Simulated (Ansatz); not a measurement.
**Guessed and relaxed cells of Ti**

The guess for Ti was made by a generator: random cell by space group and Wyckoff sites (Pm-3m, No. 221). Its size is a rough estimate.

POSCAR.start

```
Ti
1.0
     3.95724    0.00000    0.00000
     0.00000    3.95724    0.00000
     0.00000    0.00000    3.95724
Ti
3
Cartesian
  1.9786 0.0000 0.0000
  0.0000 1.9786 0.0000
  0.0000 0.0000 1.9786
```

Computed with DFT PBE, scalar-relativistic, plane waves, PAW (Ansatz). Cutoff 420 eV, Gaussian smearing, Γ-centred meshes. Cell and atoms relax first on a coarse mesh and then on a finer one. In between, the cell is made exact in the group found at 0.06 Å. In metals the finer mesh still leaves noise of several meV/atom or more. The steps can't lower the symmetry of their start. No spin polarisation.

POSCAR.end

```
Ti
1.0
     3.90971    0.00000    0.00000
     0.00000    3.90971    0.00000
     0.00000    0.00000    3.90971
Ti
3
Direct
  0.50000 0.00000 0.00000
  0.00000 0.50000 0.00000
  0.00000 0.00000 0.50000
```

The symmetry stays Pm-3m (No. 221). The volume per atom shrinks by 3.6 %, from 20.7 to 19.9 Å³. The shortest distance goes from 2.80 Å (Ti–Ti) to 2.76 Å (Ti–Ti).

For Ti, the volume per atom is 19.92 Å³, the density is 3.99 g/cm³ and the energy over the standard state is +0.79 eV/atom. The gap on the 12×12×12 mesh of the 3-atom cell is 0 eV (a metal).

Energies count from the standard state of Ti at the same level. So it is a metastable form at best.

The last run used Gaussian smearing of 0.10 eV. Symmetry constrained the relaxation, so the result can be a saddle point. In all, the 3 runs took 15 s on 1 thread of Intel(R) Xeon(R) 6975P-C (Granite Rapids) (shared host).
